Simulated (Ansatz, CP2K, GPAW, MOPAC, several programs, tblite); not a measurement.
# What each method gives for SnO (rocksalt)

SnO in the rocksalt structure, relaxed with r2SCAN in Ansatz, was computed with several methods. It is cubic, Fm-3m (No. 225); conventional cell a = 5.074 Å, 16.33 Å³ an atom. Around Sn lie 6 O at 2.54 Å; around O lie 6 Sn at 2.54 Å. No spin polarisation. The prototype was imposed, so other structures may be more stable.

```
CELL_PARAMETERS angstrom
0.00000 2.53697 2.53697
2.53697 0.00000 2.53697
2.53697 2.53697 0.00000
ATOMIC_POSITIONS crystal
Sn 0.00000 0.00000 0.00000
O 0.50000 0.50000 0.50000
```

Gaps and times are for a single point on this cell; volume and bulk modulus come from each method's own relaxation or energy curve at fixed shape. Times are rough, from shared hosts (AMD EPYC 7R43 64-Core Processor), and each method has its own mesh and cell size. The energy curve of PM7 (MOPAC) is jagged, so its SCF state, and with it the gap, is in doubt. PM6 (MOPAC), PM7 (MOPAC), GFN1-xTB (tblite), GFN2-xTB (tblite) treat a cluster of cells at its zone centre, which samples few k points: where these miss a band edge, the gap comes out too large for that reason alone. Gaps from k meshes are read at a limited set of points (mesh, symmetry points, PBE's band edges), so each method's own least gap may be somewhat smaller. xTB and the PM methods were fitted mostly to molecules, and can miss a solid's gap by electronvolts. Minimal bases can be far off for gaps. GLLB-SC's gap includes the derivative discontinuity. d marks a direct gap, i an indirect one (no mark: not told apart), a dash a value that wasn't computed or didn't pass its checks.

```json
{"method": "light PBE (260 eV and a coarse mesh)", "kind": "light plane-wave", "gap (eV)": "0.04 d", "own volume (Å³/atom)": "–", "bulk modulus (GPa)": "–", "atoms computed": "2", "processor time": "0.75 s"}
{"method": "PBE", "kind": "semilocal", "gap (eV)": "0", "own volume (Å³/atom)": "16.75", "bulk modulus (GPa)": "92", "atoms computed": "2", "processor time": "1.3 s"}
{"method": "r2SCAN", "kind": "semilocal", "gap (eV)": "0", "own volume (Å³/atom)": "16.33", "bulk modulus (GPa)": "102", "atoms computed": "2", "processor time": "4.1 s"}
{"method": "PM6 (MOPAC)", "kind": "semi-empirical", "gap (eV)": "2.45", "own volume (Å³/atom)": "–", "bulk modulus (GPa)": "–", "atoms computed": "64", "processor time": "4.6 s"}
{"method": "GFN1-xTB (tblite)", "kind": "tight binding", "gap (eV)": "2.10", "own volume (Å³/atom)": "–", "bulk modulus (GPa)": "–", "atoms computed": "64", "processor time": "6 s"}
{"method": "PM7 (MOPAC)", "kind": "semi-empirical", "gap (eV)": "4.14", "own volume (Å³/atom)": "–", "bulk modulus (GPa)": "–", "atoms computed": "64", "processor time": "9.8 s"}
{"method": "PBE/single zeta (GPAW)", "kind": "small basis", "gap (eV)": "0.11 d", "own volume (Å³/atom)": "–", "bulk modulus (GPa)": "–", "atoms computed": "2", "processor time": "10 s"}
{"method": "GFN2-xTB (tblite)", "kind": "tight binding", "gap (eV)": "1.17", "own volume (Å³/atom)": "–", "bulk modulus (GPa)": "–", "atoms computed": "64", "processor time": "14 s"}
{"method": "PBE/SZV (CP2K)", "kind": "small basis", "gap (eV)": "0.14 d", "own volume (Å³/atom)": "–", "bulk modulus (GPa)": "–", "atoms computed": "2", "processor time": "15 s"}
{"method": "GLLB-SC (GPAW)", "kind": "model potential", "gap (eV)": "0.16", "own volume (Å³/atom)": "–", "bulk modulus (GPa)": "–", "atoms computed": "2", "processor time": "17 s"}
{"method": "PBE/DZVP (CP2K)", "kind": "small basis", "gap (eV)": "0.04 d", "own volume (Å³/atom)": "–", "bulk modulus (GPa)": "–", "atoms computed": "2", "processor time": "32 s"}
```

Relaxed on its own, the cell leaves this structure with PBE/SZV (CP2K), PBE/DZVP (CP2K), so no volume is listed.

With PBE and r2SCAN the bands overlap or touch, or nearly. Semilocal functionals can close a real gap, so this doesn't show a metal; small gaps of other methods may in turn close between the points read or with spin-orbit coupling, and the solid may be a semimetal.

Spin-orbit coupling is left out, which matters wherever the heavy atoms make up the band edges.
